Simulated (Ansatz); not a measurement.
# CoO: the cost of one run

Program: Ansatz 0.2.0. Level of theory: DFT PBE+U (U_eff = 2 eV on Co d), plane waves, PAW. These are calculated values, not measurements.

9 further runs of the same task are left out: 9 that didn't finish.

## (1) The structure to begin with

The structure is tetragonal, space group I4/mmm (No. 139). Conventional cell: a = 3.016 Å, b = 3.016 Å, c = 4.215 Å, α = 90.00°, β = 90.00°, γ = 90.00°. Co (site symmetry 4/mmm) has 6 O at 2.11 to 2.13 Å as nearest neighbours. O (site symmetry 4/mmm) has 6 Co at 2.11 to 2.13 Å as nearest neighbours.

Structure file:

```cif
data_structure
_symmetry_space_group_name_H-M 'I4/mmm'
_symmetry_Int_Tables_number 139
_cell_length_a 3.0160
_cell_length_b 3.0160
_cell_length_c 4.2145
_cell_angle_alpha 90.000
_cell_angle_beta 90.000
_cell_angle_gamma 90.000
_cell_volume 38.34
loop_
_atom_site_label
_atom_site_type_symbol
_atom_site_symmetry_multiplicity
_atom_site_Wyckoff_symbol
_atom_site_fract_x
_atom_site_fract_y
_atom_site_fract_z
_atom_site_occupancy
Co1 Co 2 a 0.00000 0.00000 0.00000 1
O1 O 2 b 0.00000 0.00000 0.50000 1
```

## (2) Ferromagnetic start, free, symmetry kept, no search

Input file input.yaml:

```yaml
crystal:
  lattice:
    - [-1.50800044, 1.50800044, 2.10725036]
    - [3.01600088, -3.01600088, 4.21450072]
    - [1.50800044, 1.50800044, -2.10725036]
  atoms:
    - { symbol: Co, position: [0.0, 0.0, 0.0], spin: 3.0 }
    - { symbol: O, position: [0.5, 0.25, 0.0] }
    - { symbol: Co, position: [0.0, 0.5, 0.0], spin: 3.0 }
    - { symbol: O, position: [0.5, 0.75, 0.0] }
basis:
  ecutwfc: 420
  ecutrho_ratio: 4
kpoints:
  mp_grid: { grid: [9, 9, 9] }
hamiltonian:
  xc: pbe
  hubbard:
    sites: [{ site: 0, l: d, u_eff: 2.0 }, { site: 2, l: d, u_eff: 2.0 }]
scf:
  occupations: { method: gaussian, width: 0.05 }
  lower_state_search: "off"
  max_iter: 150
output:
  forces: true
  stress: true
  eigenvalues: true
  populations: true
  hubbard: { sites: [{ site: 0, l: d }, { site: 2, l: d }] }
magnetization:
  spin_polarized: true
```

Run with:

```console
$ ansatz run input.yaml --threads 2 --pin off --max-ram 3072MiB --backend cpu --events-out ev --progress --plain --runs-dir out
```

**Question.** How long does this run take on 2 threads of Arm Neoverse N1, shared host, and how much memory does it need?

About 55 s, with a peak of 0.73 GiB.
